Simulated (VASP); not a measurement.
# GaSb (F-43m) in VASP: a series of runs

The runs below take GaSb through relaxation of cell and atoms, with LDA, PBE.

Everything below comes from runs of VASP 6.6.1. Logs are shortened: lines on timing, memory, paths and dates and some standing lists are left out, and cuts for length are marked.

### Step 1. Starting point

It takes space group F-43m (No. 216, cubic). The conventional cell has a = 6.118 Å, b = 6.118 Å, c = 6.118 Å, α = 90.00°, β = 90.00°, γ = 90.00°. Around Ga (site symmetry -43m) lie 4 Sb at 2.65 Å. Sb (site symmetry -43m) has 4 Ga at 2.65 Å as nearest neighbours.

The cell was built by a generator and needn't be a form met in nature.

### Step 2. Relaxation of cell and atoms, LDA

Input file INCAR:

```
ALGO = Normal
EDIFF = 1E-6
EDIFFG = -0.01
ENCUT = 600
GGA = CA
IBRION = 2
ISIF = 3
ISMEAR = 0
LASPH = T
LCHARG = F
LREAL = F
LWAVE = F
NELM = 80
NSW = 90
PREC = Accurate
SIGMA = 0.03
```

Input file KPOINTS:

```
k-points
0
Gamma
  10 10 10
```

Input file POSCAR:

```
GaSb
1.0
    0.0000000000      3.0590000000      3.0590000000
    3.0590000000      0.0000000000      3.0590000000
    3.0590000000      3.0590000000      0.0000000000
Ga Sb
1 1
Direct
    0.0000000000      0.0000000000      0.0000000000
    0.2500000000      0.2500000000      0.2500000000
```

Potentials or basis: VASP PAW LDA potentials, release 64 (Ga_d, Sb).

Launch:

```
cat potpaw_LDA.64/Ga_d/POTCAR potpaw_LDA.64/Sb/POTCAR > POTCAR
mpirun -np 1 vasp_std > vasp.out
```

OUTCAR:

```text
EDIFF = 1E-6
   EDIFFG = -0.01
   ENCUT = 600
   GGA = CA
   IBRION = 2
   ISIF = 3
   ISMEAR = 0
   LASPH = T
   LREAL = F
   NELM = 80
   NSW = 90
   PREC = Accurate

 ion  position               nearest neighbor table
   1  0.000  0.000  0.000-   2 2.65   2 2.65   2 2.65   2 2.65
   2  0.250  0.250  0.250-   1 2.65   1 2.65   1 2.65   1 2.65

  LATTYP: Found a face centered cubic cell.
 ALAT       =     6.1180000000

  Lattice vectors:

 A1 = (   0.0000000000,   3.0590000000,   3.0590000000)
 A2 = (   3.0590000000,   0.0000000000,   3.0590000000)
 A3 = (   3.0590000000,   3.0590000000,   0.0000000000)

Analysis of symmetry for initial positions (statically):
=====================================================================
 Subroutine PRICEL returns:
 Original cell was already a primitive cell.

 Routine SETGRP: Setting up the symmetry group for a
 face centered cubic supercell.

 Subroutine GETGRP returns: Found 24 space group operations
 (whereof 24 operations were pure point group operations)
 out of a pool of 48 trial point group operations.

The static configuration has the point symmetry T_d .

Analysis of symmetry for dynamics (positions and initial velocities):
=====================================================================
 Subroutine PRICEL returns:
 Original cell was already a primitive cell.

 Routine SETGRP: Setting up the symmetry group for a
 face centered cubic supercell.

 Subroutine GETGRP returns: Found 24 space group operations
 (whereof 24 operations were pure point group operations)
 out of a pool of 48 trial point group operations.

The dynamic configuration has the point symmetry T_d .

 Subroutine INISYM returns: Found 24 space group operations
 (whereof 24 operations are pure point group operations),
 and found     1 'primitive' translations

----------------------------------------------------------------------------------------

                                     Primitive cell

  volume of cell :      57.2491

  direct lattice vectors                    reciprocal lattice vectors
     0.000000000  3.059000000  3.059000000    -0.163452109  0.163452109  0.163452109
     3.059000000  0.000000000  3.059000000     0.163452109 -0.163452109  0.163452109
     3.059000000  3.059000000  0.000000000     0.163452109  0.163452109 -0.163452109

  length of vectors
     4.326079287  4.326079287  4.326079287     0.283107357  0.283107357  0.283107357

  position of ions in fractional coordinates (direct lattice)
     0.000000000  0.000000000  0.000000000
     0.250000000  0.250000000  0.250000000

  ion indices of the primitive-cell ions
   primitive index   ion index
                 1           1
                 2           2

----------------------------------------------------------------------------------------

 KPOINTS: k-points

Automatic generation of k-mesh.
 Grid dimensions read from file:
 generate k-points for:   10   10   10

 Generating k-lattice:

  Cartesian coordinates                     Fractional coordinates (reciprocal lattice)
    -0.016345211  0.016345211  0.016345211     0.100000000  0.000000000  0.000000000
     0.016345211 -0.016345211  0.016345211     0.000000000  0.100000000  0.000000000
     0.016345211  0.016345211 -0.016345211     0.000000000  0.000000000  0.100000000

  Length of vectors
     0.028310736  0.028310736  0.028310736

  Shift w.r.t. Gamma in fractional coordinates (k-lattice)
     0.000000000  0.000000000  0.000000000

 Subroutine IBZKPT returns following result:
 ===========================================

 Found     47 irreducible k-points:

 Following reciprocal coordinates:
            Coordinates               Weight
  0.000000  0.000000  0.000000      1.000000
  0.100000  0.000000  0.000000      8.000000
  0.200000  0.000000  0.000000      8.000000
  0.300000  0.000000  0.000000      8.000000
  0.400000  0.000000  0.000000      8.000000
  0.500000  0.000000  0.000000      4.000000
[... 16 lines left out ...]
  0.300000  0.300000  0.000000      6.000000
  0.400000  0.300000  0.000000     24.000000
 [... further k-points ...]
   k-points           NKPTS =     47   k-points in BZ     NKDIM =     47   number of bands    NBANDS=     13
   number of dos      NEDOS =    301   number of ions     NIONS =      2
   total plane-waves  NPLWV =  46656
   dimension x,y,z NGX =    36 NGY =   36 NGZ =   36
   dimension x,y,z NGXF=    72 NGYF=   72 NGZF=   72
   ions per type =               1   1
   NGX,Y,Z   is equivalent  to a cutoff of  13.83, 13.83, 13.83 a.u.
   NGXF,Y,Z  is equivalent  to a cutoff of  27.67, 27.67, 27.67 a.u.
 SYSTEM =  unknown system
   PREC   = accura    normal or accurate (medium, high low for compatibility)
   ISTART =      0    job   : 0-new  1-cont  2-samecut
   ICHARG =      2    charge: 1-file 2-atom 10-const
   ISPIN  =      1    spin polarized calculation?
   LNONCOLLINEAR =      F non collinear calculations
   LSORBIT =      F    spin-orbit coupling
   LASPH  =      T    aspherical Exc in radial PAW
   ENCUT  =  600.0 eV  44.10 Ry    6.64 a.u.   8.64  8.64  8.64*2*pi/ulx,y,z
   NELM   =     80;   NELMIN=  2; NELMDL= -5     # of ELM steps
   EDIFF  = 0.1E-05   stopping-criterion for ELM
   LREAL  =      F    real-space projection
   EDIFFG = -.1E-01   stopping-criterion for IOM
   NSW    =     90    number of steps for IOM
   IBRION =      2    ionic relax: 0-MD 1-quasi-New 2-CG
   NFREE  =      1    steps in history (QN), initial steepest desc. (CG)
   ISIF   =      3    stress and relaxation
   ISYM   =      2    0-nonsym 1-usesym 2-fastsym
   POTIM  = 0.5000    time-step for ionic-motion
   TEBEG  =    0.0;   TEEND  =   0.0 temperature during run
   PSTRESS=    0.0 pullay stress
   NELECT =      18.0000    total number of electrons
   NUPDOWN=      -1.0000    fix difference up-down
   EMIN   =  10.00;   EMAX   =-10.00  energy-range for DOS
   EFERMI =   0.00;   METHOD = LEGACY
   ISMEAR =     0;   SIGMA  =   0.03  broadening in eV -4-tet -1-fermi 0-gaus
   EFERMI_NEDOS =   21; number of points for ismear=-14 and -15
   IALGO  =     38    algorithm
   IMIX   =      4    mixing-type and parameters
     AMIX     =   0.40;   BMIX     =  1.00
     AMIX_MAG =   1.60;   BMIX_MAG =  1.00
  volume/ion in A,a.u.               =      28.62       193.17
  Fermi-wavevector in a.u.,A,eV,Ry     =   1.113208  2.103657 16.860766  1.239231
  Thomas-Fermi vector in A             =   2.249790
   LORBIT       =      0    0 simple, 1 ext, 2 COOP (PROOUT), +10 PAW based schemes
   GGA     = CA    functional components
   LHFCALC =     F    Hartree Fock is set to
   AEXX    =    0.0000 exact exchange contribution
   IVDW    =     0    specifies the selected vdW correction
   LEPSILON=     F    determine dielectric tensor
   LRPA    =     F    only Hartree local field effects (RPA)
 conjugate gradient relaxation of ions
 non-spin polarized calculation
 Gauss-broadening in eV      SIGMA  =   0.03
  energy-cutoff  :      600.00
  volume of cell :       57.25
 maximum number of plane-waves:      1925
   NGX = 17   NGY = 17   NGZ = 17

--------------------------------------- Ionic step        1  -------------------------------------------

 number of electron      18.0000006 magnetization

 Free energy of the ion-electron system (eV)
  ---------------------------------------------------
  ext. energy  EPLUGINS =         0.00000000
  ---------------------------------------------------
  free energy    TOTEN  =        -8.66360254 eV

  energy without entropy =       -8.66355626  energy(sigma->0) =       -8.66357940

------------------------ aborting loop because EDIFF is reached ----------------------------------------

  FORCE on cell =-STRESS in cart. coord.  units (eV):
  Direction    XX          YY          ZZ          XY          YZ          ZX
  --------------------------------------------------------------------------------------
  -------------------------------------------------------------------------------------
  Total       -0.5684177     -0.5684177     -0.5684177     -0.0000000     -0.0000000      0.0000000
  in kB      -15.9077850    -15.9077850    -15.9077850     -0.0000000     -0.0000000      0.0000000
  external PRESSURE =     -15.9077850 kB  Pullay stress =       0.0000000 kB
[... 57 lines left out ...]
  energy  without entropy=       -8.6713712494  energy(sigma->0) =       -8.67137126

--------------------------------------- Ionic step        3  -------------------------------------------

 number of electron      18.0000005 magnetization

 Free energy of the ion-electron system (eV)
  ---------------------------------------------------
  ext. energy  EPLUGINS =         0.00000000
  ---------------------------------------------------
  free energy    TOTEN  =        -8.67242297 eV

  energy without entropy =       -8.67241861  energy(sigma->0) =       -8.67242079

 E-fermi :   5.0547     XC(G=0):  -9.5303

 val. band max:        5.0020563612   @ k =   0.0000   0.0000   0.0000
 cond. band min:       5.0983881608   @ k =   0.0000   0.0000   0.0000
 fundamental gap:      0.0963317997
 Fermi energy:         5.0546778047

 k-point     1 :       0.0000    0.0000    0.0000
  band No.  band energies     occupation
      1     -10.2073      2.00000
      2     -10.2073      2.00000
      3     -10.2073      2.00000
      4     -10.1531      2.00000
      5     -10.1531      2.00000
      6      -6.7331      2.00000
      7       5.0021      1.98688
      8       5.0021      1.98688
      9       5.0021      1.98688
     10       5.0984      0.03935
     11       7.7428      0.00000
     12       7.7428      0.00000
     13       7.7428      0.00000
[... 353 lines left out ...]
 k-point    24 :       0.4000    0.3000    0.0000
  band No.  band energies     occupation
      1     -10.2470      2.00000
      2     -10.1868      2.00000
      3     -10.1862      2.00000
      4     -10.1626      2.00000
      5     -10.1501      2.00000
      6      -5.0592      2.00000
      7      -0.7051      2.00000
      8       2.3901      2.00000
      9       2.7229      2.00000
     10       6.1412      0.00000
     11       7.2110      0.00000
     12      11.2255      0.00000
     13      11.7454      0.00000

 [... further k-points ...]

------------------------ aborting loop because EDIFF is reached ----------------------------------------

  FORCE on cell =-STRESS in cart. coord.  units (eV):
  Direction    XX          YY          ZZ          XY          YZ          ZX
  --------------------------------------------------------------------------------------
  -------------------------------------------------------------------------------------
  Total       -0.0031663     -0.0031663     -0.0031663      0.0000000      0.0000000      0.0000000
  in kB       -0.0913933     -0.0913933     -0.0913933      0.0000000      0.0000000      0.0000000
  external PRESSURE =      -0.0913933 kB  Pullay stress =       0.0000000 kB
[... 17 lines left out ...]
  FREE ENERGIE OF THE ION-ELECTRON SYSTEM (eV)
  ---------------------------------------------------
  free  energy   TOTEN  =        -8.6724229747 eV

  energy  without entropy=       -8.6724186075  energy(sigma->0) =       -8.67242079

 reached required accuracy - stopping structural energy minimisation
```

It took 43 s on 1 thread of Intel Xeon Platinum 8488C (Sapphire Rapids), shared host; peak memory 0.2 GiB.

Results:

```yaml
Free_energy: -8.6724 eV
Relaxed_volume: 27.75 Å³/atom
Relaxed_cell: a = 4.282 Å, b = 4.282 Å, c = 4.282 Å, α = 60.00°, β = 60.00°, γ = 60.00°
Space_group_after_relaxing_to_0.05_Å: F-43m (No. 216)
Energy_gained_by_relaxing: 4.4 meV/atom
Ionic_steps: 3
Pressure_after_relaxing: 0.0 GPa
Band_gap_on_the_k_mesh: 0.10 eV, direct
```

Step by step:
```
step  energy change (eV)  largest force (eV/Å)  pressure (GPa)  volume (Å³)
   1              0.0000                0.0000           -1.59        57.25
   2             -0.0078                0.0000            0.58        54.93
   3             -0.0088                0.0000           -0.01        55.51
```

Final structure:
```cif
data_structure
_symmetry_space_group_name_H-M 'P 1'
_symmetry_Int_Tables_number 1
_cell_length_a 4.2818
_cell_length_b 4.2818
_cell_length_c 4.2818
_cell_angle_alpha 60.000
_cell_angle_beta 60.000
_cell_angle_gamma 60.000
_cell_volume 55.51
loop_
_atom_site_label
_atom_site_type_symbol
_atom_site_fract_x
_atom_site_fract_y
_atom_site_fract_z
_atom_site_occupancy
Ga1 Ga 0.00000 0.00000 0.00000 1
Sb1 Sb 0.25000 0.25000 0.25000 1
```

Caveat: spin-orbit coupling is left out, which moves the levels of the heavy elements. A k mesh can miss the band edges.

(Continued in part 2 of 2.)
